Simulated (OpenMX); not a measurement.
Crystal: Pt.

```
Pt
1.0
     0.00000    1.96090    1.96090
     1.96090    0.00000    1.96090
     1.96090    1.96090    0.00000
Pt
1
Direct
  0.00000 0.00000 0.00000
```

```yaml
Program: OpenMX 3.8.5
Task: single point
Functional: PBE
Potentials_or_basis: OpenMX 2013 PBE set, Pt7.0-s3p2d2f1, grid cutoff 350 Ry
k_mesh: 13 × 13 × 13
Occupations: fermi-dirac, width 0.05 eV
Spin: no spin polarisation
```

On this cell: pressure 12.7 GPa; band gap on the k mesh none (metal or under the smearing width).

The same run follows on a disturbed copy (cell strained at random at fixed volume):

```
Pt
1.0
    -0.01330    1.93575    1.94453
     1.97104    0.00303    1.92819
     2.00088    1.94926   -0.02681
Pt
1
Direct
  0.98674 0.01995 0.00694
```

Problem. What changes?

Solution. The energy (extrapolated to zero smearing) moves by +4.3 meV/atom; pressure 12.8 GPa; band gap on the k mesh none (metal or under the smearing width).

Caveats: the basis of atomic orbitals isn't converged, which shifts pressures, moduli and gaps.
